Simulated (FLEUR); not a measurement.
# Ge (Fd-3m) in FLEUR: further runs

The runs below take Ge through band structure, equation of state, with LDA.

Program: FLEUR MaX-R8.1 (later development tree). These are calculated values, not measurements. Logs are shortened: lines on timing, memory, paths and dates and some standing lists are left out, and cuts for length are marked.

**What was measured.**

“Temperature-dependent photoluminescence in Ge: experiment and theory”, 2020, arxiv:2003.00143 reports, for a bulk crystal of Ge at 0 K: band gap 0.744 eV (indirect).

From “Sub-monolayer structures of Ag overlayers on Ge(111): experimental observations and first-principles study”, 2019, arxiv:1908.00180, for a bulk crystal of Ge: bulk modulus 75.8 GPa.

The results are compared with them further down.

### 1 The structure

It takes space group Fd-3m (No. 227, cubic). Conventional cell: a = 5.658 Å, b = 5.658 Å, c = 5.658 Å, α = 90.00°, β = 90.00°, γ = 90.00°. Ge (site symmetry -43m) is surrounded by 4 Ge at 2.45 Å.

### 2 Band structure, LDA

inp.xml reads:

```xml
<?xml version="1.0" encoding="UTF-8" standalone="no"?>
<fleurInput fleurInputVersion="0.39">
   <comment>
      Ge                                                                                                  
   </comment>
   <calculationSetup>
      <cutoffs Kmax="4.58" Gmax="14.2" GmaxXC="14.2" numbands="0"/>
      <scfLoop itmax="60" minDistance="0.00001" maxIterBroyd="15" imix="Anderson" alpha="0.05" precondParam="0.0" spinf="2.0" sdNocoIR="T"/>
      <coreElectrons ctail="T" frcor="F" kcrel="0" coretail_lmax="0"/>
      <xcFunctional name="vwn" relativisticCorrections="F"/>
      <magnetism jspins="1"/>
      <soc l_soc="F" theta="0.0" phi="0.0" spav="F"/>
      <expertModes spex="0" secvar="F"/>
      <geometryOptimization l_f="F" forcealpha="1.0" forcemix="BFGS" epsdisp="0.00001" epsforce="0.00001"/>
      <ldaU l_linMix="F" mixParam="0.05" spinf="1.0"/>
   </calculationSetup>
   <cell>
      <bzIntegration valenceElectrons="44.0" mode="hist" fermiSmearingEnergy="0.00183747">
         <kPointListSelection listName="default-1"/>
         <!-- k-points included here -->
         <xi:include xmlns:xi="http://www.w3.org/2001/XInclude" href="kpts.xml"> </xi:include>
      </bzIntegration>
      <!-- symmetry operations included here -->
      <xi:include xmlns:xi="http://www.w3.org/2001/XInclude" href="sym.xml"> </xi:include>
      <bulkLattice scale="1.0">
         <bravaisMatrix>
            <row-1>    0.0000000000000000     5.3458651311421859     5.3458651311421859</row-1>
            <row-2>    5.3458651311421859     0.0000000000000000     5.3458651311421859</row-2>
            <row-3>    5.3458651311421859     5.3458651311421859     0.0000000000000000</row-3>
         </bravaisMatrix>
      </bulkLattice>
   </cell>
   <atomSpecies>
      <species name="Germanium (Ge)" element="Ge" atomicNumber="32">
         <mtSphere radius="2.14" gridPoints="707" logIncrement="0.017"/>
         <atomicCutoffs lmax="9" lnonsphr="7"/>
         <electronConfig flipSpins="F">
            <coreConfig>(1s1/2) (2s1/2) (2p1/2) (2p3/2)</coreConfig>
            <valenceConfig>(3s1/2) (3p1/2) (3p3/2) (4s1/2) (3d3/2) (3d5/2) (4p1/2) (4p3/2)</valenceConfig>
            <stateOccupation state="(4p1/2)" spinUp="0.333333" spinDown="0.333333"/>
            <stateOccupation state="(4p3/2)" spinUp="0.666667" spinDown="0.666667"/>
         </electronConfig>
         <energyParameters s="4" p="4" d="3" f="4"/>
         <lo type="SCLO" l="0" n="3" eDeriv="0"/>
         <lo type="SCLO" l="1" n="3" eDeriv="0"/>
         <lo type="SCLO" l="1" n="3" eDeriv="1"/>
         <lo type="HELO" l="2" n="4" eDeriv="0"/>
         <lo type="HELO" l="2" n="4" eDeriv="1"/>
         <lo type="SCLO" l="3" n="4" eDeriv="2"/>
      </species>
   </atomSpecies>
   <atomGroups>
      <atomGroup species="Germanium (Ge)">
         <relPos label="                   1">-3.000/8.000 -3.000/8.000 -3.000/8.000</relPos>
         <relPos label="                   2">3.000/8.000 3.000/8.000 3.000/8.000</relPos>
         <force calculate="T" relaxXYZ="TTT"/>
      </atomGroup>
   </atomGroups>
   <output dos="F" band="F" slice="F">
      <checks vchk="F" cdinf="F"/>
      <bandDOS minEnergy="-.5*Htr" maxEnergy="0.5*Htr" sigma="0.015" storeEVData="T"/>
      <vacuumDOS vacdos="F" integ="F" star="F" nstars="0" locx1="0.0" locy1="0.0" locx2="0.0" locy2="0.0" nstm="0" tworkf="0.0"/>
      <unfoldingBand unfoldBand="F" supercellX="1" supercellY="1" supercellZ="1"/>
      <plotting iplot="0" polar="F">
         <plot TwoD="T" vec1="  1.0  0.0  0.0" vec2="  0.0  1.0  0.0" vec3="  0.0  0.0  1.0" zero="  0.0  0.0  0.0" file="plot"/>
      </plotting>
      <chargeDensitySlicing numkpt="0" minEigenval="0.0" maxEigenval="0.0" nnne="0" pallst="F"/>
      <specialOutput eonly="F"/>
      <moessbauerParams electricFieldGradient="T" isomerShift="T" coreHyperfine="T" valenceHyperfine="T"/>
      <magneticCircularDichroism mcd="F" energyLo="-10.0" energyUp="0.0"/>
   </output>
  <!-- We include the file relax.xml here to enable relaxations (see documentation) -->
  <xi:include xmlns:xi="http://www.w3.org/2001/XInclude" href="relax.xml"> <xi:fallback/> </xi:include>
</fleurInput>
```

crystal.txt reads:

```
Ge
&input cartesian=F /
0.0000000000  2.8289100000  2.8289100000
2.8289100000  0.0000000000  2.8289100000
2.8289100000  2.8289100000  0.0000000000
1.8897261246
1.0 1.0 1.0

2
32 0.7500000000  0.7500000000  0.7500000000
32 0.5000000000  0.5000000000  0.5000000000

&kpt div1=8 div2=8 div3=8 gamma=T /
```

inp.xml (bands) reads:

```
<?xml version="1.0" encoding="UTF-8" standalone="no"?>
<fleurInput fleurInputVersion="0.39">
   <comment>
      Ge                                                                                                  
   </comment>
   <calculationSetup>
      <cutoffs Kmax="4.58" Gmax="14.2" GmaxXC="14.2" numbands="0"/>
      <scfLoop itmax="60" minDistance="0.00001" maxIterBroyd="15" imix="Anderson" alpha="0.05" precondParam="0.0" spinf="2.0" sdNocoIR="T"/>
      <coreElectrons ctail="T" frcor="F" kcrel="0" coretail_lmax="0"/>
      <xcFunctional name="vwn" relativisticCorrections="F"/>
      <magnetism jspins="1"/>
      <soc l_soc="F" theta="0.0" phi="0.0" spav="F"/>
      <expertModes spex="0" secvar="F"/>
      <geometryOptimization l_f="F" forcealpha="1.0" forcemix="BFGS" epsdisp="0.00001" epsforce="0.00001"/>
      <ldaU l_linMix="F" mixParam="0.05" spinf="1.0"/>
   </calculationSetup>
   <cell>
      <bzIntegration valenceElectrons="44.0" mode="hist" fermiSmearingEnergy="0.00183747">
         <kPointListSelection listName="path-1"/>
         <!-- k-points included here -->
         <xi:include xmlns:xi="http://www.w3.org/2001/XInclude" href="kpts.xml"> </xi:include>
      </bzIntegration>
      <!-- symmetry operations included here -->
      <xi:include xmlns:xi="http://www.w3.org/2001/XInclude" href="sym.xml"> </xi:include>
      <bulkLattice scale="1.0">
         <bravaisMatrix>
            <row-1>    0.0000000000000000     5.3458651311421859     5.3458651311421859</row-1>
            <row-2>    5.3458651311421859     0.0000000000000000     5.3458651311421859</row-2>
            <row-3>    5.3458651311421859     5.3458651311421859     0.0000000000000000</row-3>
         </bravaisMatrix>
      </bulkLattice>
   </cell>
   <atomSpecies>
      <species name="Germanium (Ge)" element="Ge" atomicNumber="32">
         <mtSphere radius="2.14" gridPoints="707" logIncrement="0.017"/>
         <atomicCutoffs lmax="9" lnonsphr="7"/>
         <electronConfig flipSpins="F">
            <coreConfig>(1s1/2) (2s1/2) (2p1/2) (2p3/2)</coreConfig>
            <valenceConfig>(3s1/2) (3p1/2) (3p3/2) (4s1/2) (3d3/2) (3d5/2) (4p1/2) (4p3/2)</valenceConfig>
            <stateOccupation state="(4p1/2)" spinUp="0.333333" spinDown="0.333333"/>
            <stateOccupation state="(4p3/2)" spinUp="0.666667" spinDown="0.666667"/>
         </electronConfig>
         <energyParameters s="4" p="4" d="3" f="4"/>
         <lo type="SCLO" l="0" n="3" eDeriv="0"/>
         <lo type="SCLO" l="1" n="3" eDeriv="0"/>
         <lo type="SCLO" l="1" n="3" eDeriv="1"/>
         <lo type="HELO" l="2" n="4" eDeriv="0"/>
         <lo type="HELO" l="2" n="4" eDeriv="1"/>
         <lo type="SCLO" l="3" n="4" eDeriv="2"/>
      </species>
   </atomSpecies>
   <atomGroups>
      <atomGroup species="Germanium (Ge)">
         <relPos label="                   1">-3.000/8.000 -3.000/8.000 -3.000/8.000</relPos>
         <relPos label="                   2">3.000/8.000 3.000/8.000 3.000/8.000</relPos>
         <force calculate="T" relaxXYZ="TTT"/>
      </atomGroup>
   </atomGroups>
   <output dos="F" band="T" slice="F">
      <checks vchk="F" cdinf="F"/>
      <bandDOS minEnergy="-.5*Htr" maxEnergy="0.5*Htr" sigma="0.015" storeEVData="T"/>
      <vacuumDOS vacdos="F" integ="F" star="F" nstars="0" locx1="0.0" locy1="0.0" locx2="0.0" locy2="0.0" nstm="0" tworkf="0.0"/>
      <unfoldingBand unfoldBand="F" supercellX="1" supercellY="1" supercellZ="1"/>
      <plotting iplot="0" polar="F">
         <plot TwoD="T" vec1="  1.0  0.0  0.0" vec2="  0.0  1.0  0.0" vec3="  0.0  0.0  1.0" zero="  0.0  0.0  0.0" file="plot"/>
      </plotting>
      <chargeDensitySlicing numkpt="0" minEigenval="0.0" maxEigenval="0.0" nnne="0" pallst="F"/>
      <specialOutput eonly="F"/>
      <moessbauerParams electricFieldGradient="T" isomerShift="T" coreHyperfine="T" valenceHyperfine="T"/>
      <magneticCircularDichroism mcd="F" energyLo="-10.0" energyUp="0.0"/>
   </output>
  <!-- We include the file relax.xml here to enable relaxations (see documentation) -->
  <xi:include xmlns:xi="http://www.w3.org/2001/XInclude" href="relax.xml"> <xi:fallback/> </xi:include>
</fleurInput>
```

Potentials or basis: all-electron, FLAPW.

Run with:

```console
> inpgen -f crystal.txt -profile fastHighL
> # inp.xml edited to the form shown
> fleur_MPI
> fleur_MPI   # second run, on inp.xml (bands)
```

Log:

```text
Welcome to FLEUR        (www.flapw.de)
      MaX-Release 8.1          (www.max-centre.eu)

 ========== k-point set info ==========
 Selected k-point list: default-1
 k-point list type: mesh
 8 x 8 x 8
 Number of k points: 29

 ------------Calculation Setup---------------------------
 Number of MPI-tasks      :            1
 Number of PE/node        :            1
 Number of OMP-threads    :            1
 Most efficient MPI parallelization for:
           1          29
 Additional eigenvalue parallelization possible
 Number of basis functions:          615
 Approximate size of matrices (H+S) per k-point:         0.006 GB
 --------------------------------------------------------
 Iteration:     1   Distance:       6.58450219 me/bohr^3
 Iteration:     2   Distance:       6.15907460 me/bohr^3
 Iteration:     3   Distance:       2.32716852 me/bohr^3
 Iteration:     4   Distance:       0.43623866 me/bohr^3
 Iteration:     5   Distance:       0.45205344 me/bohr^3
 Iteration:     6   Distance:       0.04377137 me/bohr^3
 Iteration:     7   Distance:       0.05025911 me/bohr^3
 Iteration:     8   Distance:       0.01162201 me/bohr^3
 Iteration:     9   Distance:       0.00051525 me/bohr^3
 Iteration:    10   Distance:       0.00046398 me/bohr^3
 Iteration:    11   Distance:       0.00002412 me/bohr^3
 Iteration:    12   Distance:       0.00001113 me/bohr^3
 Iteration:    13   Distance:       0.00000040 me/bohr^3

 ********************************************************************
 Run finished successfully
 Stop message:
   all done
 ********************************************************************
```

output (bands):

```text
Welcome to FLEUR        (www.flapw.de)
      MaX-Release 8.1          (www.max-centre.eu)

 ========== k-point set info ==========
 Selected k-point list: path-1
 k-point list type: path
 Number of k points: 60

 ------------Calculation Setup---------------------------
 Number of MPI-tasks      :            1
 Number of PE/node        :            1
 Number of OMP-threads    :            1
 Most efficient MPI parallelization for:
           1           2           3           4           5           6          10          12          15          20          30          60
 Additional eigenvalue parallelization possible
 Number of basis functions:          615
 Approximate size of matrices (H+S) per k-point:         0.006 GB
 --------------------------------------------------------
 Fermi energy correction for metals:
 Fermi energy in bands.* files may not be consistent with last density.
 Please correct it manually (e.g. in band.gnu file).

 Note: Band structure data (together with different weights) is also stored in the banddos.hdf file.
       A convenient way of extracting and plotting the data from that file is by making use of the

 ********************************************************************
 Run finished successfully
 Stop message:
   Charge density postprocessing done.
 ********************************************************************
```

out.xml (last iteration):

```text
<iteration numberForCurrentRun="   13" overallNumber="   13">
         <energyParameters units="Htr">
            <atomicEP atomType="1" spin="1" branch="4s" branchLowest="-5.77" branchHighest="1.02" value="-0.1682341486"/>
            <atomicEP atomType="1" spin="1" branch="4p" branchLowest="-3.84" branchHighest="1.73" value="0.0457471554"/>
            <atomicEP atomType="1" spin="1" branch="3d" branchLowest="-9.99" branchHighest="-0.66" value="-0.6844285566"/>
            <atomicEP atomType="1" spin="1" branch="4f" branchLowest="-9.99" branchHighest="3.66" value="0.4045024974"/>
            <loAtomicEP atomType="1" spin="1" branch="3s" branchLowest="-49.91" branchHighest="-5.77" value="-5.7672314290"/>
            <loAtomicEP atomType="1" spin="1" branch="3p" branchLowest="-43.61" branchHighest="-3.84" value="-3.8452708002"/>
            <loAtomicEP atomType="1" spin="1" branch="3p" branchLowest="-43.61" branchHighest="-3.84" value="-3.8452708002"/>
            <heloAtomicEP atomType="1" spin="1" branch="4d" branchLowest="2.14" branchHighest="2.14" value="2.1410885868"/>
            <heloAtomicEP atomType="1" spin="1" branch="4d" branchLowest="2.14" branchHighest="2.14" value="2.1410885868"/>
            <loAtomicEP atomType="1" spin="1" branch="4f" branchLowest="-9.99" branchHighest="3.66" value="0.4045065286"/>
         </energyParameters>
         <eigenvalues>
            <eigenvaluesAt spin="1" ikpt="1" k_x="0.00000000" k_y="0.00000000" k_z="0.00000000">
                      -5.7672743033       -5.7671842806       -3.8433241791       -3.8433241791       -3.8433241791
                      -3.8429972381       -3.8429972381       -3.8429972381       -0.6973496166       -0.6973496166
                      -0.6973496166       -0.6960047417       -0.6960047417       -0.6882427856       -0.6882427856
                      -0.6882427856       -0.6877774501       -0.6877774501       -0.2523853227        0.2118543909
                       0.2186880768        0.2186880768        0.2186880768        0.3115876952        0.3115876952
                       0.3115876952        0.4469206325        0.5682757867        0.5682757867        0.6120924313
                       0.6120924313        0.6120924313        0.7184271537        1.1348978648
            </eigenvaluesAt>
            <eigenvaluesAt spin="1" ikpt="2" k_x="0.00000000" k_y="0.00000000" k_z="0.12500000">
                      -5.7672716962       -5.7671867939       -3.8433269185       -3.8433269185       -3.8433180928
[... 38 lines left out ...]
            <state n="2" l="0" j="0.5" energy="-49.9147735559" weight="1.0000000000"/>
            <state n="2" l="1" j="0.5" energy="-44.4050102103" weight="1.0000000000"/>
            <state n="2" l="1" j="1.5" energy="-43.2360842874" weight="2.0000000000"/>
         </coreStates>
         <allElectronCharges>
            <spinDependentCharge spin="1" total="64.0000000" interstitial="4.0836211" mtSpheres="59.9163789"/>
            <totalCharge value="64.0000000008"/>
         </allElectronCharges>
         <moessbauerParams unitsHFF="kG" unitsIS="e/bohr^3" unitsEFG="Htr/bohr^2">
            <coreIsomerShift atomType="1" isTotal="31298.73033">
               <shell n="1" l="0" isomerShift="28416.65430"/>
               <shell n="2" l="0" isomerShift="2856.94214"/>
               <shell n="2" l="1" isomerShift="25.13389"/>
            </coreIsomerShift>
            <isomerShift atomType="1" nucleusRadius="0.0000986" averageDensity="31767.56161"/>
            <electricFieldGradient atomType="1" VXX="0.00000" VYY="0.00000" VZZ="0.00000" asymParam="0.00000">
            </electricFieldGradient>
         </moessbauerParams>
         <totalEnergy                                    value="    -4192.3771616657" units="Htr">
            <sumOfEigenvalues                            value="    -2412.4193612644">
               <coreElectrons value="-2329.4662247719"/>
               <valenceElectrons value="-82.9531364926"/>
            </sumOfEigenvalues>
            <densityCoulombPotentialIntegral value="-6487.3531567245"/>
            <densityEffectivePotentialIntegral value="-6690.8107512054"/>
            <chargeDenXCDenIntegral value="-153.6156424185"/>
            <FockExchangeEnergyValence value="0.0000000000"/>
            <FockExchangeEnergyCore value="0.0000000000"/>
            <atomTypeDependentContributions atomType="1">
               <electronNucleiInteractionDifferentMTs value="5040.3949693759"/>
               <MadelungTerm value="-33.0813614500"/>
            </atomTypeDependentContributions>
            <tkbTimesEntropy value="0.0000368823"/>
            <freeEnergy value="-4192.3771985480"/>
            <extrapolationTo0K value="-4192.3771801068"/>
         </totalEnergy>
         <densityConvergence units="me/bohr^3">
            <chargeDensity spin="1" distance="0.0000003952"/>
         </densityConvergence>
      </iteration>
```

It took 47 s on 1 thread of Intel Xeon Platinum 8259CL at 2.50GHz (Skylake/Cascade Lake), shared host; peak memory 0.07 GiB.

Results:

| Property | Result |
| --- | --- |
| Free energy | -114080.3952 eV |
| Band gap along the path | none (metal or under the smearing width) |
| Valence electrons inside the program's atomic spheres | Ge 19.96 (radii Ge 2.14 bohr) |

Levels at the corners of the path, in eV from the Fermi level:
| point | band 19 | band 20 | band 21 | band 22 | band 23 | band 24 | band 25 | band 26 |
| --- | --- | --- | --- | --- | --- | --- | --- | --- |
| Γ | -12.80 | -0.16 | 0.02 | 0.02 | 0.02 | 2.55 | 2.55 | 2.55 |
| X | -8.92 | -8.92 | -3.05 | -3.05 | 0.69 | 0.69 | 9.42 | 9.42 |
| W | -8.82 | -8.82 | -3.89 | -3.89 | 4.27 | 4.27 | 4.67 | 4.67 |
| K | -9.39 | -8.33 | -4.32 | -2.61 | 1.10 | 4.03 | 7.12 | 7.34 |
| Γ | -12.80 | -0.16 | 0.02 | 0.02 | 0.02 | 2.55 | 2.55 | 2.55 |
| L | -10.71 | -7.62 | -1.38 | -1.38 | 0.07 | 3.74 | 3.74 | 7.00 |
| U | -9.39 | -8.33 | -4.32 | -2.61 | 1.10 | 4.03 | 7.12 | 7.34 |
| W | -8.82 | -8.82 | -3.89 | -3.89 | 4.27 | 4.27 | 4.67 | 4.67 |
| L | -10.71 | -7.62 | -1.38 | -1.38 | 0.07 | 3.74 | 3.74 | 7.00 |
| K | -9.39 | -8.33 | -4.32 | -2.61 | 1.10 | 4.03 | 7.12 | 7.34 |
| U | -9.39 | -8.33 | -4.32 | -2.61 | 1.10 | 4.03 | 7.12 | 7.34 |
| X | -8.92 | -8.92 | -3.05 | -3.05 | 0.69 | 0.69 | 9.42 | 9.42 |

Core levels (eV from the Fermi level):
```csv
atom,levels
1 Ge,"1s1/2 -10933.3, 2s1/2 -1364.2, 2p1/2 -1214.2, 2p3/2 -1182.4"
2 Ge,"1s1/2 -10933.3, 2s1/2 -1364.2, 2p1/2 -1214.2, 2p3/2 -1182.4"
```

Caveat: this crystal is a semiconductor, whose small gap the functional closes, so the metal is an error of the method.

### 3 Equation of state, LDA, 21.28 Å³/atom (volume scaled by 0.94)

inp.xml: that of step 2 with these lines changed.

```diff
@@ -6,3 +6,3 @@
    <calculationSetup>
-      <cutoffs Kmax="4.58" Gmax="14.2" GmaxXC="14.2" numbands="0"/>
+      <cutoffs Kmax="4.71" Gmax="14.6" GmaxXC="14.6" numbands="0"/>
       <scfLoop itmax="60" minDistance="0.00001" maxIterBroyd="15" imix="Anderson" alpha="0.05" precondParam="0.0" spinf="2.0" sdNocoIR="T"/>
@@ -24,3 +24,3 @@
       <xi:include xmlns:xi="http://www.w3.org/2001/XInclude" href="sym.xml"> </xi:include>
-      <bulkLattice scale="1.0">
+      <bulkLattice scale="0.9795861087">
          <bravaisMatrix>
@@ -34,3 +34,3 @@
       <species name="Germanium (Ge)" element="Ge" atomicNumber="32">
-         <mtSphere radius="2.14" gridPoints="707" logIncrement="0.017"/>
+         <mtSphere radius="2.08" gridPoints="707" logIncrement="0.017"/>
          <atomicCutoffs lmax="9" lnonsphr="7"/>
```

Potentials or basis: all-electron, FLAPW.

Run with:

```console
> inpgen -f crystal.txt -profile fastHighL
> # inp.xml edited to the form shown
> fleur_MPI
```

Wall time 38 s (1 thread of Intel Xeon Platinum 8259CL at 2.50GHz (Skylake/Cascade Lake), shared host); peak memory 0.08 GiB.

The run converged. Its results:

* Free energy: -114080.3789 eV
* Band gap on the k mesh: 0.24 eV, indirect (least direct gap 0.39 eV)
* Valence electrons inside the program's atomic spheres: Ge 19.84 (radii Ge 2.08 bohr)

### 4 Equation of state, LDA, 21.73 Å³/atom (volume scaled by 0.96)

inp.xml: that of step 3 with these lines changed.

```diff
@@ -24,3 +24,3 @@
       <xi:include xmlns:xi="http://www.w3.org/2001/XInclude" href="sym.xml"> </xi:include>
-      <bulkLattice scale="0.9795861087">
+      <bulkLattice scale="0.9864848297">
          <bravaisMatrix>
```

Run with:

```console
> inpgen -f crystal.txt -profile fastHighL
> # inp.xml edited to the form shown
> fleur_MPI
```

Run time: 43 s. Hardware: 1 thread of Intel Xeon Platinum 8259CL at 2.50GHz (Skylake/Cascade Lake), shared host; peak memory 0.08 GiB.

It converged, with:

- Free energy: -114080.3924 eV
- Band gap on the k mesh: 0.18 eV, indirect (least direct gap 0.19 eV)
- Valence electrons inside the program's atomic spheres: Ge 19.82 (radii Ge 2.08 bohr)

(Part 1 of 2 ends here.)
